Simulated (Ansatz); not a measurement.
## P: rattling a relaxed structure

The cell was found from a structure generator's guess, not taken from experiment.

These are results of Ansatz, DFT PBE, scalar-relativistic, plane waves, PAW, not measurements. Plane waves to 420 eV, a k mesh through Γ of 14×14×10 on the computed 4-atom cell and Gaussian smearing (0.10 eV); no spin polarisation.

The cell below (4 atoms, space group Cmme (No. 67)) is relaxed within its symmetry.

```
P
1.0
     2.43709   -2.42049    0.00000
     2.43709    2.42049    0.00000
     0.00000    0.00000    5.14191
P
4
Direct
  0.25000 0.75000 0.43167
  0.75000 0.25000 0.56833
  0.00000 0.50000 0.00000
  0.50000 0.00000 0.00000
```

For the test a repeat of it with 8 atoms (edges 3.43, 5.14, 6.87 Å) was strained at random (σ = 1.5 % a component), the atoms were moved at random (σ = 0.05 Å), and all was relaxed again on a coarse 6×4×4 mesh (in the run’s order of axes) with 0.20 eV smearing, with no symmetry imposed.

Q: Is the structure stable against such a distortion?

A: It doesn't return. The energy falls by 331 meV/atom on that mesh, the volume changes by 7.3 %, and the end has space group R-3m (No. 166) at a loose tolerance. Relaxed again on a 20×20×18 mesh with 0.10 eV smearing, the new structure lies 325 meV/atom below the first (mesh in the axes of the run's cell; the cell below is made exact in the group named). Space group R-3m (No. 166), trigonal, a = 3.481 Å, c = 9.203 Å. P is surrounded by 3 P at 2.32 Å and 3 P at 2.77 Å.

```xyz
2
Lattice="1.7405 1.0049 3.0678 -1.7405 1.0049 3.0678 0.0000 -2.0097 3.0678" Properties=species:S:1:pos:R:3 pbc="T T T"
P     0.0000    0.0000    2.4907
P     0.0000    0.0000    6.7127
```
